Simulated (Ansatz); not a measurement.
# Iridium, A15 under PBE: structure and ground-state energy

Aim: take iridium in the A15 structure, relax it, then solve it on a dense k-mesh. Spin polarisation is left out. The k-meshes are 5×5×5 for the relaxation; 7×7×7 for the dense run.

Method: DFT PBE, plane waves (420 eV) with PAW, scalar-relativistic, in Ansatz 0.2.0.

## 1. Starting point

Symmetry: Pm-3n, No. 223, cubic system. Conventional cell: a = 4.837 Å, b = 4.837 Å, c = 4.837 Å, α = 90.00°, β = 90.00°, γ = 90.00°. Ir (site symmetry m-3) has 12 Ir at 2.70 Å as nearest neighbours. Around Ir (site symmetry -4m2) lie 6 Ir at 2.42 to 2.70 Å.

As a file:

```xyz
8
Lattice="4.8373 0.0000 0.0000 0.0000 4.8373 0.0000 0.0000 0.0000 4.8373" Properties=species:S:1:pos:R:3 pbc="T T T"
Ir    0.0000    0.0000    0.0000
Ir    2.4187    2.4187    2.4187
Ir    1.2093    0.0000    2.4187
Ir    3.6280    0.0000    2.4187
Ir    2.4187    1.2093    0.0000
Ir    2.4187    3.6280    0.0000
Ir    0.0000    2.4187    1.2093
Ir    0.0000    2.4187    3.6280
```

## 2. Geometry optimisation

input.yaml reads:

```yaml
crystal:
  lattice:
    - [4.837340879, 0.0, 0.0]
    - [0.0, 4.837340879, 0.0]
    - [0.0, 0.0, 4.837340879]
  atoms:
    - { symbol: Ir, position: [0.0, 0.0, 0.0] }
    - { symbol: Ir, position: [0.5, 0.5, 0.5] }
    - { symbol: Ir, position: [0.25, 0.0, 0.5] }
    - { symbol: Ir, position: [0.75, 0.0, 0.5] }
    - { symbol: Ir, position: [0.5, 0.25, 0.0] }
    - { symbol: Ir, position: [0.5, 0.75, 0.0] }
    - { symbol: Ir, position: [0.0, 0.5, 0.25] }
    - { symbol: Ir, position: [0.0, 0.5, 0.75] }
hamiltonian:
  xc: pbe
  pseudopotentials:
    kind: paw
    azcp:
      Ir: "pseudopotentials/Ir.paw.azcp"
basis:
  ecutwfc: 420
  fft_grid_basis: typed
kpoints:
  mp_grid: { grid: [5, 5, 5], shift: [0, 0, 0] }
magnetization:
  spin_polarized: false
scf:
  occupations: { method: fermi_dirac, width: 0.1 }
relax:
  max_steps: 60
  f_tol: 0.01
  cell: {}
```

The runs that follow: Single point on a dense mesh.

What does the calculation give? Wanted: space group; conventional cell; volume; shortest distance; gap on the mesh; relative to fcc.

As calculated:

| quantity | value |
| --- | --- |
| space group (spins left aside) | Pm-3n (No. 223) |
| conventional cell | a = 4.946 Å |
| volume | 15.120 Å³/atom |
| shortest distance | 2.473 Å |
| gap on the mesh | none (levels filled in part) |
| relative to fcc | +521 meV/atom |

The relaxation enlarged the cell by 6.9 % in volume. Against the reference form of iridium (fcc, computed apart with the same settings) it stands 521 meV/atom higher, so it is far from stable. No gap shows: it is a metal or semimetal at this level. Relaxation kept the symmetry; phonons were not checked.
